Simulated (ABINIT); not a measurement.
A run of ABINIT 10.8.3 (patched build) is set up as follows.

File run.abi:

```
# Datasets
ndtset 4

# Pseudopotentials
pp_dirpath "./"
pseudos "Ag.GGA_PBE-JTH.xml"

# Structure
acell 3*1.0 Angstrom
rprim
     0.0000000000     2.0782039400     2.0782039400
     2.0782039400     0.0000000000     2.0782039400
     2.0782039400     2.0782039400     0.0000000000
ntypat 1
znucl 47
natom 1
typat 1
chkprim 0
chksymtnons 0
tolsym 1.0e-6
xred
            0.0            0.0            0.0

# Plane-wave basis
ecut 17.0
pawecutdg 34.0
ecutsm 0.5

# k points
ngkpt 10 10 10
nshiftk 1
shiftk 0.0 0.0 0.0

# Exchange and correlation
ixc 11

# Bands and occupations
nband 24
occopt 3
tsmear 0.1 eV

# Spin
nspinor 2
nspden 1
pawspnorb 1

# SCF cycle
nstep 80

# Output
prteig 0
prtebands 0
prtwf 0
prtden 0
prtpot 0

# Dataset 1: ground state
kptopt1 4
tolvrs1 1.0e-11
prtwf1 1
tolwfr1 1.0e-14
nbdbuf1 4
nline1 6

# Dataset 2: response at q = 0 to atomic displacements
rfphon2 1
rfatpol2 1 1
rfdir2 1 1 1
getwfk2 1
kptopt2 3
nqpt2 1
qpt2 0.0 0.0 0.0
tolvrs2 1.0e-8

# Dataset 3: atomic displacements at q = 0.5 0.0 0.0
rfphon3 1
rfatpol3 1 1
rfdir3 1 1 1
getwfk3 1
kptopt3 3
nqpt3 1
qpt3 1/2 0.0 0.0
tolvrs3 1.0e-8

# Dataset 4: atomic displacements at q = 0.5 0.5 0.0
rfphon4 1
rfatpol4 1 1
rfdir4 1 1 1
getwfk4 1
kptopt4 3
nqpt4 1
qpt4 1/2 1/2 0.0
tolvrs4 1.0e-8
```

File mrgddb.in:

```
merged_DDB
Ag
4
runo_DS1_DDB
runo_DS2_DDB
runo_DS3_DDB
runo_DS4_DDB
```

File anaddb.abi:

```
ddb_filepath "merged_DDB"
output_file "anaddb.abo"
outdata_prefix "ana"
asr 2
chneut 0
dipdip 0
dieflag 0
enunit 0
ifcflag 1
brav 1
ngqpt 2 2 2
nqshft 1
q1shft 0.0 0.0 0.0
nqpath 10
ndivsm 6
qpath
     0.0000000000     0.0000000000     0.0000000000
     0.5000000000     0.0000000000     0.5000000000
     0.5000000000     0.2500000000     0.7500000000
     0.3750000000     0.3750000000     0.7500000000
     0.0000000000     0.0000000000     0.0000000000
     0.5000000000     0.5000000000     0.5000000000
     0.6250000000     0.2500000000     0.6250000000
     0.5000000000     0.2500000000     0.7500000000
     0.5000000000     0.5000000000     0.5000000000
     0.3750000000     0.3750000000     0.7500000000
prtdos 2
ng2qpt 20 20 20
dosdeltae 2.0e-5
```

Potentials or basis: JTH PAW PBE v2.0.

Run with:

```sh
$ mpirun --bind-to none -np 4 abinit run.abi > log 2>&1
$ mrgddb < mrgddb.in > mrgddb.log 2>&1
$ anaddb anaddb.abi > anaddb.log 2>&1
```

Q: What does it give for the highest phonon frequency?

A: 158 cm⁻¹.

Q: Estimate the pressure.

A: -0.2 GPa.

Q: Predict the band gap on the k mesh.

A: None (metal or under the smearing width).

Phonon frequencies in cm⁻¹ (negative: imaginary):
```tsv
q point	frequencies
(0.000, 0.000, 0.000)	0 0 0
(0.500, 0.000, 0.000)	70 70 158
(0.500, 0.500, 0.000)	103 103 153
```

Caveat: the mesh is coarse for a metal's response; the q mesh is small, so phonon branches between its points and thermal values are rough.
